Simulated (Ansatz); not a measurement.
# B: the cost of one run

Computed with Ansatz 0.2.0 (DFT PBE, scalar-relativistic, plane waves, PAW, unless a step's input says otherwise).

A COD entry behind a cell of this session may itself be a prediction, so a difference from it is no test against experiment.

4 further runs of the same task are left out: 4 set aside as unsound or not needed.

## Step 1: The system as given

It takes space group P6_3/mmc (No. 194, hexagonal). Conventional cell: a = 2.604 Å, b = 2.604 Å, c = 8.506 Å, α = 90.00°, β = 90.00°, γ = 120.00°. B (site symmetry 3m) has 4 B at 1.59 Å as nearest neighbours.

As a file:

```xyz
8
Lattice="2.6043 0.0000 0.0000 -1.3022 2.2554 0.0000 0.0000 0.0000 8.5057" Properties=species:S:1:pos:R:3 pbc="T T T"
B     0.0000    0.0000    0.7974
B     0.0000    0.0000    5.0503
B     0.0000    0.0000    3.4554
B     0.0000    0.0000    7.7083
B     0.0000    1.5036    1.3290
B     1.3022    0.7518    5.5819
B     0.0000    1.5036    2.9238
B     1.3022    0.7518    7.1767
```

This is candidate A: C type (P6_3/mmc, No. 194).

(A quick probe on a coarse mesh, which set the mesh and smearing, is not shown.)

## Step 3: Coarse relaxation (candidate A)

input.yaml

```yaml
crystal:
  lattice:
    - [2.6043386008, 0.0, 0.0]
    - [-1.3021693003, 2.2554233883, 0.0]
    - [0.0, 0.0, 8.5056926075]
  atoms:
    - { symbol: B, position: [0.0, 0.0, 0.09375] }
    - { symbol: B, position: [0.0, 0.0, 0.59375] }
    - { symbol: B, position: [0.0, 0.0, 0.40625] }
    - { symbol: B, position: [0.0, 0.0, 0.90625] }
    - { symbol: B, position: [0.3333333333, 0.6666666667, 0.15625] }
    - { symbol: B, position: [0.6666666667, 0.3333333333, 0.65625] }
    - { symbol: B, position: [0.3333333333, 0.6666666667, 0.34375] }
    - { symbol: B, position: [0.6666666667, 0.3333333333, 0.84375] }
basis:
  ecutwfc: 420
kpoints:
  mp_grid: { grid: [9, 9, 2] }
hamiltonian:
  xc: pbe
scf:
  occupations: { method: gaussian, width: 0.1 }
  lower_state_search: "off"
output:
  forces: true
  stress: true
  eigenvalues: true
relax:
  adjacent_minimum: "off"
  f_tol: 0.04
  max_steps: 70
  cell: { stress_tol: 0.4 }
```

Q: Estimate wall time and peak memory on 1 thread of an x86-64 CPU, shared host.

About 13 s, with a peak of 0.35 GiB.
